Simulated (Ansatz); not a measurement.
# CoSi2 (Fm-3m) in Ansatz: further runs

The runs below take CoSi2 through single point, with PBE.

Everything below comes from runs of Ansatz 0.2.0. Logs are shortened: lines on timing, memory, paths and dates and some standing lists are left out, and cuts for length are marked.

## Step 1: The crystal as given

The structure is cubic, space group Fm-3m (No. 225). Conventional cell: a = 5.356 Å, b = 5.356 Å, c = 5.356 Å, α = 90.00°, β = 90.00°, γ = 90.00°. Co (site symmetry m-3m) is surrounded by 8 Si at 2.32 Å. Around Si (site symmetry -43m) lie 4 Co at 2.32 Å.

## Step 2: Single point, PBE, collinear spin, ferromagnetic start

The input, input.yaml:

```yaml
crystal:
  lattice:
    - [0.0, 2.678, 2.678]
    - [2.678, 0.0, 2.678]
    - [2.678, 2.678, 0.0]
  atoms:
    - { symbol: Co, position: [0.0, 0.0, 0.0], spin: 2.0 }
    - { symbol: Si, position: [0.75, 0.75, 0.75] }
    - { symbol: Si, position: [0.25, 0.25, 0.25] }
hamiltonian:
  xc: pbe
  pseudopotentials: { kind: paw }
magnetization:
  spin_polarized: true
kpoints:
  mp_grid: { grid: [9, 9, 9] }
scf:
  occupations: { method: gaussian, width: 0.022 }
output:
  forces: true
  stress: true
  eigenvalues: true
```

Potentials or basis: Ansatz PAW.

Launch:

```sh
$ ansatz run input.yaml --threads 2 --pin off --max-ram 5632MiB --backend cpu --events-out ev --progress --plain --runs-dir out
```

Output:

```text
Warning: RAYON_NUM_THREADS=2 ignored (pool sized by the plan → 2); use --threads N
Engine: ansatz 0.2.0, x86_64-unknown-linux-gnu
Pseudopotentials: kind: paw
Pseudopotential: Co, paw, valence charge 17, recommended cutoff 420 eV (normal), Co.paw.azcp
Pseudopotential: Si, paw, valence charge 4, recommended cutoff 420 eV (normal), Si.paw.azcp
Functional definition: PBE
  parameter kappa = 0.804
  parameter beta = 0.06672455060314922
  exchange = pbe_x(kappa = kappa, mu = beta*pi^2/3)
  correlation = pbe_c(beta = beta)
Crystal: 3 atoms, lattice volume = 38.412 Å³
Basis set: ecut = 420 eV, 749 PW (Γ), exchange–correlation on 54×54×54 points (8 copies of the dense FFT grid, shifted against one another)
Bands: 18, of which v1, the nominal top of the filled ones, is band 13 counted from 1 (12 counted from 0)
Symmetry: 48 space group operations
Space group: Fm-3m (ITA 225), of the structure as read, at distance tolerance 3.4e-5 Å
Magnetic group: BNS 225.116 (UNI 1618), of the structure as read, at distance tolerance 3.4e-5 Å
k-points: 35 of 729
Non-local potential: Co, projectors of the file, l = 0: 3, l = 1: 2, l = 2: 3, l = 3: 1
Non-local potential: Si, projectors of the file, l = 0: 2, l = 1: 2, l = 2: 2
PAW form: soft (Blöchl's): semilocal exchange-correlation on the pseudo side does not see the compensation charge
PAW one-centre angular grid: Co, 590 points (default); XC on 64 Gauss nodes
PAW one-centre angular grid: Si, 110 points (default); XC on 64 Gauss nodes
Initial density: superposition of atomic densities (chi_scale 0.1, normalization cell)
Starting moments: Σ|m| = 2 μB on 1 of 3 sites
Initial wavefunctions: pseudopotential atomic-orbital guess
Functional: x = pbe(κ = 0.804, μ = 0.2195149727645171), c = pbe(β = 0.06672455060314922)
SCF iter   1: F=—  HF=-6398.167798 eV  |F-HF|=—  |Δ(HF+E_count)|=         —  Δρ=1.50e-1 (↑1.50e-1 ↓9.13e-2)  dr2=1.48e0  dr2_m=4.87e0  M=0.351 μB ∫|m|=0.438 μB  β_m=0.30  ethr=3.10e-3  ⟨swp⟩=6.1  Hψ=6407  notcnv=0
Mixer restart at iter 1: flushing history
preconditioner: auto → Kerker (q_TF=auto, 2.540 Å⁻¹)  [metal: Δε(μ)=0.016 eV  Ē_g=8.775 eV  σ=0.022 eV  W_gap=0.38  n_scr=14 (ndim 8)  ℏωp=24.7 eV  f_vac=0.000  D(μ)=3.40/eV (n_scr^D=50)]
spin=Collinear: Kerker preconditioning applied to the charge; magnetization (m = ρ↑ − ρ↓) channel mixes plain (no charge-response kernel on spin).
SCF iter   2: F=—  HF=-6397.594308 eV  |F-HF|=—  |Δ(HF+E_count)|=   5.73e-1  Δρ=1.08e-1 (↑8.52e-2 ↓1.08e-1)  dr2=1.03e0  dr2_m=3.17e0  M=0.167 μB ∫|m|=0.275 μB  β_m=0.65  ethr=3.10e-3  ⟨swp⟩=2.6  Hψ=2536  notcnv=0  defer=93
preconditioner: auto → none  [insulator: Δε(μ)=0.034 eV  Ē_g=8.747 eV  σ=0.022 eV  W_gap=0.68  n_scr=14 (ndim 8)  ℏωp=24.7 eV  f_vac=0.000  D(μ)=2.73/eV (n_scr^D=26)  ε∞_Penn≈9.0]
SCF iter   3: F=—  HF=-6400.047075 eV  |F-HF|=—  |Δ(HF+E_count)|=    2.45e0  Δρ=1.03e-1 (↑1.03e-1 ↓3.11e-2)  dr2=4.27e0  dr2_m=4.93e-1  M=0.061 μB ∫|m|=0.139 μB  β_m=0.62  ethr=3.10e-3  ⟨swp⟩=3.2  Hψ=2907  notcnv=0  defer=97
SCF iter   4: F=—  HF=-6399.176783 eV  |F-HF|=—  |Δ(HF+E_count)|=   8.70e-1  Δρ=1.26e-2 (↑1.26e-2 ↓4.87e-3)  dr2=1.88e-2  dr2_m=2.46e-2  M=-0.025 μB ∫|m|=0.025 μB  β_m=0.69  ethr=3.10e-3  ⟨swp⟩=2.5  Hψ=2848  notcnv=0  defer=96
SCF iter   5: F=—  HF=-6399.169729 eV  |F-HF|=—  |Δ(HF+E_count)|=   7.05e-3  Δρ=6.11e-3 (↑4.45e-3 ↓6.11e-3)  dr2=2.86e-2  dr2_m=2.75e-4  M=-0.003 μB ∫|m|=0.011 μB  β_m=0.84  ethr=7.52e-5  ⟨swp⟩=2.2  Hψ=2334  notcnv=0  defer=95
SCF iter   6: F=—  HF=-6399.170084 eV  |F-HF|=—  |Δ(HF+E_count)|=   3.54e-4  Δρ=9.91e-4 (↑6.82e-4 ↓9.91e-4)  dr2=6.41e-5  dr2_m=2.44e-4  M=0.002 μB ∫|m|=0.003 μB  β_m=0.89  ethr=7.52e-5  ⟨swp⟩=2.0  Hψ=1888  notcnv=0  defer=95
SCF iter   7: F=—  HF=-6399.170128 eV  |F-HF|=—  |Δ(HF+E_count)|=   4.44e-5  Δρ=1.86e-4 (↑1.86e-4 ↓2.56e-5)  dr2=7.56e-6  dr2_m=3.48e-6  M=0.000 μB ∫|m|=0.001 μB  β_m=0.95  ethr=2.56e-7  ⟨swp⟩=2.1  Hψ=2219  notcnv=0  defer=95
SCF iter   8: F=—  HF=-6399.170127 eV  |F-HF|=—  |Δ(HF+E_count)|=   1.08e-6  Δρ=2.78e-5 (↑2.78e-5 ↓6.47e-6)  dr2=1.67e-7  dr2_m=9.51e-8  M=0.000 μB ∫|m|=0.000 μB  β_m=0.90  ethr=3.02e-8  ⟨swp⟩=2.0  Hψ=1661  notcnv=0  defer=95
SCF iter   9: F=—  HF=-6399.170127 eV  |F-HF|=—  |Δ(HF+E_count)|=   1.07e-8  Δρ=1.33e-5 (↑1.33e-5 ↓1.08e-5)  dr2=2.03e-7  dr2_m=6.58e-10  M=0.000 μB ∫|m|=0.000 μB  β_m=0.95  ethr=6.69e-10  ⟨swp⟩=2.2  Hψ=1909  notcnv=0  defer=95
SCF iter  10: F=—  HF=-6399.170127 eV  |F-HF|=—  |Δ(HF+E_count)|=   5.33e-8  Δρ=3.37e-6 (↑3.37e-6 ↓1.37e-6)  dr2=4.29e-9  dr2_m=3.71e-10  M=0.000 μB ∫|m|=0.000 μB  β_m=0.91  ethr=6.69e-10  ⟨swp⟩=2.0  Hψ=1593  notcnv=0  defer=95
SCF iter  11: F=—  HF=-6399.170127 eV  |F-HF|=—  |Δ(HF+E_count)|=  8.19e-12  Δρ=2.74e-7 (↑2.74e-7 ↓2.23e-7)  dr2=9.01e-11  dr2_m=3.56e-13  M=-0.000 μB ∫|m|=0.000 μB  β_m=0.93  ethr=1.72e-11  ⟨swp⟩=2.3  Hψ=1980  notcnv=0  defer=95
SCF iter  12: F=-6399.170127 eV  HF=-6399.170127 eV  |F-HF|=1.82e-12  |Δ(HF+E_count)|=  3.18e-11  Δρ=2.08e-8 (↑2.05e-8 ↓2.08e-8)  dr2=5.52e-13  dr2_m=1.33e-15  M=-0.000 μB ∫|m|=0.000 μB  ethr=1.00e-12  ⟨swp⟩=6.2  Hψ=4644  notcnv=0
SCF 1 converged in 12 iterations: F = -6399.170127 eV  dr2 = 5.52e-13
WARN: the starting moments were not kept: the SCF closed with an absolute magnetisation of 3.7e-8 μB, where they sum to 2 μB in size (1 site). That is at most 0.1 of that sum. Measured as dr2_m measures the in/out step, that magnetisation stands 8.0e-16 eV from none, at or under the dr2_threshold of 1.0e-7 eV: it is no larger than a step whose dr2_m would equal this threshold. The system may hold no moment; this SCF shows only that its start led to no more than that. To try another start: raise the starting moments (crystal.atoms[].spin, magnetization.per_species, magnetization.initial_magnetization, or on a non-collinear deck that types none of these the spinor_matrix: blocks that start its atoms; where the total moment is fixed, keep their sum and leave initial_magnetization as it is; typed ones take the place of any that the run laid by itself, positive ones on a crystal's lanthanoids without a Hubbard term where scf.initial_density.shell_occupations: [] is typed) or, if the notice of its spin-set hold's release reads "site moments contracting" or "site moments show no strong build", lengthen the hold (scf.mixing.spin_hold: { on: { confirm: 4 } }; for m-r²SCAN on two components see the key's manual first). Each may lead to a state that holds a moment. A second SCF, from the converged charge density, with the starting moments and any scf.initial_density.shell_occupations laid on it anew, would have followed, and was not run: the deck does not ask for one (magnetization.retry_lost_moments is false, the default). To let it run, set magnetization.retry_lost_moments: true and run the deck again, where that key's refused combinations let it; where memory then withholds it, that run's warning says so.
SCF converged after 12 iterations
Magnetization: -0.0000 μB (12.5000 up, 12.5000 down)
Absolute magnetization: 0.0000 μB (∫|ρ↑−ρ↓|, with the PAW one-centre terms)
Spin contamination: 0.0000 ħ² per cell (⟨S²⟩ above its minimum at these occupations)
Per-site moments (μB) at R_I (Å): [(-2.283108440657794e-8, 0.9566766129255746), (-5.86926095664041e-10, 0.9566766129255746), (-5.869260960229775e-10, 0.9566766129255748)]
Free energy (F): -6399.170127 eV
Harris-Foulkes:  -6399.170127 eV  (|F-HF|=1.82e-12)
Internal energy: -6399.169707 eV  (E = F + TS)
E sigma→0 (E₀):  -6399.169917 eV
Entropy (-TS):   -0.000420 eV (-0.140 meV/atom)
Fermi energy:    12.851674 eV
--- Per-component energies (eV) ---
  E_band       = -283.987014
  E_kinetic    = 547.570568
  E_local      = -4096.385571  (includes V_loc(G=0)·N_el)
  E_nonlocal   = 501.306834
  E_hartree    = 1782.422668
  E_xc         = -274.112760
  E_vxc        = -305.270381  (∫ρ·V_xc dr)
  E_paw        = -2541.485164  (= ΣΔE_a)
  E_vpaw       = -496.054017  (= ΣTr[D̂ρ^β])
  E_aug_tail   = 0.000153  (compensation charges beyond the density's cutoff)
  E_ewald      = -2318.486437
  E_smearing   = -0.000420  (= −TS)
  E_closure    = -0.000000  (closes the sum)
  Σ components = -6399.170127   (vs F -6399.170127, Δ=0.00e0)
--- Forces (eV/Å), atoms counted from 1 ---
  atom   1  Co    -0.00000000    -0.00000000    -0.00000000
  atom   2  Si     0.00000000     0.00000000     0.00000000
  atom   3  Si    -0.00000000     0.00000000     0.00000000
  max |Σ_I F_I| component: 4.16e-17 eV/Å
--- Stress (GPa, compression-positive) ---
        0.495927      -0.000000      -0.000000
       -0.000000       0.495927       0.000000
        0.000000       0.000000       0.495927
  P = ⅓ Tr σ = 0.4959 GPa (4.959 kbar)
--- Band table (eV; the first three rows and the last of 70) ---
  k-point 0 ↑: bands = ["-81.8559", "-45.1716", "-45.1716", "-45.1716", "-0.2555", "8.8041", "8.8041", "8.8041", "10.9882", "10.9882", "13.6397", "16.3095", "16.3095", "16.3095", "16.3248", "16.3248", "16.3248", "18.5435"]
  k-point 1 ↑: bands = ["-81.8559", "-45.1719", "-45.1716", "-45.1716", "-0.0679", "8.3469", "8.8702", "8.8702", "10.9340", "10.9340", "13.6600", "14.6213", "15.3231", "15.3231", "17.2764", "17.2764", "18.1289", "18.1289"]
  k-point 2 ↑: bands = ["-81.8559", "-45.1726", "-45.1717", "-45.1717", "0.4883", "7.2055", "9.0376", "9.0376", "10.8491", "10.8491", "12.3516", "14.3319", "14.3319", "14.9888", "16.9407", "16.9407", "17.6142", "19.1444"]
  k-point 34 ↓: bands = ["-81.8558", "-45.1734", "-45.1731", "-45.1724", "4.2083", "5.0177", "7.0329", "7.1754", "10.3875", "10.6463", "11.0519", "11.4907", "12.2226", "16.1067", "16.7762", "18.4969", "20.1632", "21.9351"]
```

Run time: 2.5 s. Hardware: 2 threads of Intel Xeon Platinum 8259CL at 2.50GHz (Skylake/Cascade Lake), shared host; peak memory 0.4 GiB.

What came out:

```yaml
Free_energy: -6399.1701 eV
Pressure: 0.5 GPa
Band_gap_on_the_k_mesh: none (metal or under the smearing width)
Net_moment: 0.00 μB per cell
Absolute_moment: 0.00 μB per cell
```

Caveat: the starting moments collapsed, and a magnetic state may lie lower; the starting moments weren't kept.

## Step 3: Single point, PBE, collinear spin, ferromagnetic start

input.yaml: that of step 2 with these lines changed.

```diff
@@ -17,3 +17,3 @@
 scf:
-  occupations: { method: gaussian, width: 0.022 }
+  occupations: { method: gaussian, width: 0.023 }
 output:
@@ -22 +22,5 @@
   eigenvalues: true
+  write_density: true
+  write_potential: true
+  elf: true
+  volumetric_format: npy
```

Potentials or basis: Ansatz PAW.

Launch:

```sh
$ ansatz run input.yaml --threads 2 --pin off --max-ram 5632MiB --backend cpu --events-out ev --progress --plain --runs-dir out
```

Run time: 2.9 s. Hardware: 2 threads of Intel Xeon Platinum 8259CL at 2.50GHz (Skylake/Cascade Lake), shared host; peak memory 0.4 GiB.

The run converged. Its results:

```yaml
Free_energy: -6399.1701 eV
Pressure: 0.5 GPa
Band_gap_on_the_k_mesh: none (metal or under the smearing width)
Net_moment: 0.00 μB per cell
Absolute_moment: 0.00 μB per cell
```

Levels at points of the mesh, in eV from the Fermi level:
Spin up:
| k point | band 10 | band 11 | band 12 | band 13 | band 14 | band 15 | band 16 | band 17 |
| --- | --- | --- | --- | --- | --- | --- | --- | --- |
| (0.00, 0.00, 0.00) | -1.86 | 0.79 | 3.46 | 3.46 | 3.46 | 3.47 | 3.47 | 3.47 |
Spin down:
```
           k point  band 11  band 12  band 13  band 14  band 15  band 16
(0.00, 0.00, 0.00)     0.79     3.46     3.46     3.46     3.47     3.47
```

Caveat: the starting moments collapsed, and a magnetic state may lie lower; the starting moments weren't kept.

## Step 4: Single point, PBE, collinear spin, ferromagnetic start

input.yaml: that of step 3 with these lines changed.

```diff
@@ -17,3 +17,3 @@
 scf:
-  occupations: { method: gaussian, width: 0.023 }
+  occupations: { method: gaussian, width: 0.024 }
 output:
@@ -22,5 +22 @@
   eigenvalues: true
-  write_density: true
-  write_potential: true
-  elf: true
-  volumetric_format: npy
```

Launch:

```sh
$ ansatz run input.yaml --threads 2 --pin off --max-ram 5632MiB --backend cpu --events-out ev --progress --plain --runs-dir out
```

It took 2.6 s on 2 threads of Intel Xeon Platinum 8259CL at 2.50GHz (Skylake/Cascade Lake), shared host; peak memory 0.4 GiB.

The run converged. Its results:

```yaml
Free_energy: -6399.1702 eV
Pressure: 0.5 GPa
Band_gap_on_the_k_mesh: none (metal or under the smearing width)
Net_moment: 0.00 μB per cell
Absolute_moment: 0.00 μB per cell
```

Levels at points of the mesh, in eV from the Fermi level:
Spin up:
```
           k point  band 10  band 11  band 12  band 13  band 14  band 15  band 16  band 17
(0.00, 0.00, 0.00)    -1.86     0.79     3.46     3.46     3.46     3.47     3.47     3.47
```
Spin down:
| k point | band 9 | band 10 | band 11 | band 12 | band 13 | band 14 | band 15 | band 16 | band 17 | band 18 |
| --- | --- | --- | --- | --- | --- | --- | --- | --- | --- | --- |
| (0.00, 0.00, 0.00) | -1.86 | -1.86 | 0.79 | 3.46 | 3.46 | 3.46 | 3.47 | 3.47 | 3.47 | 5.69 |

Caveat: the starting moments collapsed, and a magnetic state may lie lower; the starting moments weren't kept.

## Step 5: Single point, PBE, collinear spin, ferromagnetic start

input.yaml: that of step 4 with these lines changed.

```diff
@@ -17,3 +17,3 @@
 scf:
-  occupations: { method: gaussian, width: 0.024 }
+  occupations: { method: gaussian, width: 0.025 }
 output:
```

Launch:

```sh
$ ansatz run input.yaml --threads 2 --pin off --max-ram 5632MiB --backend cpu --events-out ev --progress --plain --runs-dir out
```

Wall time 2.5 s (2 threads of Intel Xeon Platinum 8259CL at 2.50GHz (Skylake/Cascade Lake), shared host); peak memory 0.4 GiB.

Results (log left out):

| Property | Result |
| --- | --- |
| Free energy | -6399.1702 eV |
| Pressure | 0.5 GPa |
| Band gap on the k mesh | none (metal or under the smearing width) |
| Net moment | 0.00 μB per cell |
| Absolute moment | 0.00 μB per cell |

Levels at points of the mesh, in eV from the Fermi level:
Spin up:
```
           k point  band 10  band 11  band 12  band 13  band 14  band 15  band 16  band 17
(0.00, 0.00, 0.00)    -1.86     0.79     3.46     3.46     3.46     3.47     3.47     3.47
```
Spin down:
```tsv
k point	band 10	band 11	band 12	band 13	band 14	band 15	band 16	band 17
(0.00, 0.00, 0.00)	-1.86	0.79	3.46	3.46	3.46	3.47	3.47	3.47
```

Caveat: the starting moments collapsed, and a magnetic state may lie lower; the starting moments weren't kept.

## Step 6: Single point, PBE, collinear spin, ferromagnetic start

input.yaml: that of step 5 with these lines changed.

```diff
@@ -17,3 +17,3 @@
 scf:
-  occupations: { method: gaussian, width: 0.025 }
+  occupations: { method: gaussian, width: 0.026 }
 output:
@@ -22 +22,5 @@
   eigenvalues: true
+  write_density: true
+  write_potential: true
+  elf: true
+  volumetric_format: npy
```

Potentials or basis: Ansatz PAW.

Launch:

```sh
$ ansatz run input.yaml --threads 2 --pin off --max-ram 5632MiB --backend cpu --events-out ev --progress --plain --runs-dir out
```

Output:

```text
Warning: RAYON_NUM_THREADS=2 ignored (pool sized by the plan → 2); use --threads N
Engine: ansatz 0.2.0, x86_64-unknown-linux-gnu
Pseudopotentials: kind: paw
Pseudopotential: Co, paw, valence charge 17, recommended cutoff 420 eV (normal), Co.paw.azcp
Pseudopotential: Si, paw, valence charge 4, recommended cutoff 420 eV (normal), Si.paw.azcp
Functional definition: PBE
  parameter kappa = 0.804
  parameter beta = 0.06672455060314922
  exchange = pbe_x(kappa = kappa, mu = beta*pi^2/3)
  correlation = pbe_c(beta = beta)
Crystal: 3 atoms, lattice volume = 38.412 Å³
Basis set: ecut = 420 eV, 749 PW (Γ), exchange–correlation on 54×54×54 points (8 copies of the dense FFT grid, shifted against one another)
[... 46 lines left out ...]
  E_local      = -4096.370712  (includes V_loc(G=0)·N_el)
  E_nonlocal   = 501.302638
  E_hartree    = 1782.410707
  E_xc         = -274.112546
  E_vxc        = -305.270206  (∫ρ·V_xc dr)
  E_paw        = -2541.482549  (= ΣΔE_a)
  E_vpaw       = -496.049209  (= ΣTr[D̂ρ^β])
  E_aug_tail   = 0.000153  (compensation charges beyond the density's cutoff)
  E_ewald      = -2318.486437
  E_smearing   = -0.000576  (= −TS)
  E_closure    = 0.000000  (closes the sum)
  Σ components = -6399.170210   (vs F -6399.170210, Δ=0.00e0)
--- Forces (eV/Å), atoms counted from 1 ---
  atom   1  Co    -0.00000000     0.00000000     0.00000000
  atom   2  Si    -0.00000000    -0.00000000    -0.00000000
  atom   3  Si    -0.00000000    -0.00000000     0.00000000
  max |Σ_I F_I| component: 2.78e-17 eV/Å
--- Stress (GPa, compression-positive) ---
        0.492752       0.000000      -0.000000
       -0.000000       0.492752       0.000000
        0.000000      -0.000000       0.492752
  P = ⅓ Tr σ = 0.4928 GPa (4.928 kbar)
--- Band table (eV; the first three rows and the last of 70) ---
  k-point 0 ↑: bands = ["-81.8565", "-45.1721", "-45.1721", "-45.1721", "-0.2555", "8.8039", "8.8039", "8.8039", "10.9878", "10.9878", "13.6397", "16.3095", "16.3095", "16.3095", "16.3246", "16.3246", "16.3246", "18.5435"]
  k-point 1 ↑: bands = ["-81.8564", "-45.1724", "-45.1722", "-45.1722", "-0.0679", "8.3467", "8.8700", "8.8700", "10.9336", "10.9336", "13.6598", "14.6213", "15.3230", "15.3230", "17.2763", "17.2763", "18.1289", "18.1289"]
  k-point 2 ↑: bands = ["-81.8565", "-45.1731", "-45.1723", "-45.1723", "0.4883", "7.2054", "9.0374", "9.0374", "10.8487", "10.8487", "12.3513", "14.3318", "14.3318", "14.9888", "16.9406", "16.9406", "17.6142", "19.1443"]
  k-point 34 ↓: bands = ["-81.8564", "-45.1739", "-45.1736", "-45.1730", "4.2083", "5.0177", "7.0329", "7.1754", "10.3872", "10.6460", "11.0515", "11.4903", "12.2222", "16.1066", "16.7761", "18.4968", "20.1632", "21.9352"]
```

Run time: 2.8 s. Hardware: 2 threads of Intel Xeon Platinum 8259CL at 2.50GHz (Skylake/Cascade Lake), shared host; peak memory 0.4 GiB.

What came out:

```yaml
Free_energy: -6399.1702 eV
Pressure: 0.5 GPa
Band_gap_on_the_k_mesh: none (metal or under the smearing width)
Net_moment: 0.00 μB per cell
Absolute_moment: 0.00 μB per cell
```

Levels at points of the mesh, in eV from the Fermi level:
Spin up:
```csv
k point,band 10,band 11,band 12,band 13,band 14,band 15,band 16,band 17
"(0.00, 0.00, 0.00)",-1.86,0.79,3.46,3.46,3.46,3.47,3.47,3.47
```
Spin down:
```tsv
k point	band 11	band 12	band 13	band 14	band 15	band 16
(0.00, 0.00, 0.00)	0.79	3.46	3.46	3.46	3.47	3.47
```

Caveat: the starting moments collapsed, and a magnetic state may lie lower; the starting moments weren't kept.
